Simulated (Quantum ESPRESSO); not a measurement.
An input for Quantum ESPRESSO 7.5 (As):

File run.py:

```python
import numpy as np
from ase.calculators.espresso import Espresso, EspressoProfile
from ase.io import read

atoms = read('As.xyz')

input_data = {
    'control': {'calculation': 'scf', 'prefix': 'pwscf', 'outdir': './tmp', 'tprnfor': True, 'tstress': True, 'disk_io': 'nowf'},
    'system': {'ecutwfc': 80.0, 'nbnd': 13, 'input_dft': 'pbe', 'occupations': 'smearing', 'smearing': 'mv', 'degauss': 0.01469973, 'vdw_corr': 'grimme-d3', 'dftd3_version': 4, 'lspinorb': True},
    'electrons': {'conv_thr': 2e-10, 'electron_maxstep': 50, 'mixing_beta': 0.5},
}
pseudopotentials = {'As': 'As.upf'}
profile = EspressoProfile(command='pw.x', pseudo_dir='pseudo')
dft = Espresso(profile=profile, input_data=input_data, pseudopotentials=pseudopotentials, kpts=(9, 10, 11), koffset=(0, 0, 0))
atoms.calc = dft

print(f'energy {atoms.get_potential_energy():.8f} eV')
print('forces (eV/A)')
print(np.round(atoms.get_forces(), 6))
print('stress (eV/A^3, Voigt)')
print(np.round(atoms.get_stress(), 8))
print(f'Fermi level {dft.get_fermi_level():.4f} eV')
```

As.xyz

```xyz
1
Lattice="2.9794804000 -0.1006165900 0.3237709600 -0.1006165900 2.5830128800 0.2618843200 0.3237709600 0.2618843200 2.5485519600" Properties=species:S:1:pos:R:3 pbc="T T T"
As     1.6013173850      1.3721403050      1.5671036200
```

Potentials or basis: PseudoDojo 0.4.1 SR LDA standard.

Run with:

```bash
$ OMP_NUM_THREADS=1 python run.py
```

Problem. What does the program do with it?

Solution. The run stopped without a result. It printed:

Output:

```text
Traceback (most recent call last):
  File "<dir>", line 17, in <module>
  File "ase/atoms.py", line 1971, in get_potential_energy
  File "ase/abc.py", line 25, in get_potential_energy
  File "ase/calculator.py", line 517, in get_property
  File "ase/genericfileio.py", line 336, in calculate
  File "ase/espresso.py", line 86, in execute
  File "ase/genericfileio.py", line 104, in run
  File "python3.12/subprocess.py", line 413, in check_call
subprocess.CalledProcessError: Command '['pw.x', '-in', 'espresso.pwi']' returned non-zero exit status 1.
```

espresso.pwo:

```text
This program is part of the open-source Quantum ESPRESSO suite
     for quantum simulation of materials; please cite
         "P. Giannozzi et al., J. Phys.:Condens. Matter 21 395502 (2009);
         "P. Giannozzi et al., J. Phys.:Condens. Matter 29 465901 (2017);
         "P. Giannozzi et al., J. Chem. Phys. 152 154105 (2020);
     in publications or presentations arising from this work. More details at

Warning: card &CELL ignored
Warning: card &FCP ignored
Warning: card &RISM ignored

     IMPORTANT: XC functional enforced from input :
     Exchange-correlation= PBE
                           (   1   4   3   4   0   0   0)
     Any further DFT definition will be discarded
     Please, verify this is what you really want

 %%%%%%%%%%%%%%%%%%%%%%%%%%%%%%%%%%%%%%%%%%%%%%%%%%%%%%%%%%%%%%%%%%%%%%%%%%%%%%
     Error in routine setup (1):
     spin orbit requires a non collinear calculation
 %%%%%%%%%%%%%%%%%%%%%%%%%%%%%%%%%%%%%%%%%%%%%%%%%%%%%%%%%%%%%%%%%%%%%%%%%%%%%%

     stopping ...
```
